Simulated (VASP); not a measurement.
Ti, 2 atoms in the cell. The structure is hexagonal, space group P6_3/mmc (No. 194). The conventional cell has a = 2.920 Å, b = 2.920 Å, c = 4.611 Å, α = 90.00°, β = 90.00°, γ = 120.00°. Ti (site symmetry -6m2) is surrounded by 12 Ti at 2.86 to 2.92 Å.  The cell isn't the ideal one: a relaxed cell with its volume scaled by 0.98.

| Item | Value |
| --- | --- |
| Program | VASP 6.6.1 |
| Task | relaxation of shape and atoms at fixed volume |
| Functional | r2SCAN |
| Potentials or basis | VASP PAW PBE potentials, release 64 (Ti_sv) |
| Cutoff | 600 eV |
| k mesh | 15 × 15 × 8 |
| Occupations | methfessel-paxton, width 0.1 eV |
| Spin | no spin polarisation |
| Further INCAR settings | ALGO = Normal; EDIFF = 1e-07; IBRION = 2; EDIFFG = -0.01; NSW = 40; ISIF = 4 |

Potentials or basis: VASP PAW PBE potentials, release 64 (Ti_sv).

Run with:

```console
$ cat potpaw_PBE.64/Ti_sv/POTCAR > POTCAR
$ mpirun -np 1 vasp_std > vasp.out
```

Hardware: 1 thread of Intel(R) Xeon(R) Platinum 8488C (Sapphire Rapids), with other jobs on the host.

Task: How long does it take, and how much memory?

Result: It took 4.5 min on 1 thread of Intel(R) Xeon(R) Platinum 8488C (Sapphire Rapids), with other jobs on the host, peak memory 0.22 GiB. Counts: scf iterations 22, k points 135, ion steps 1.
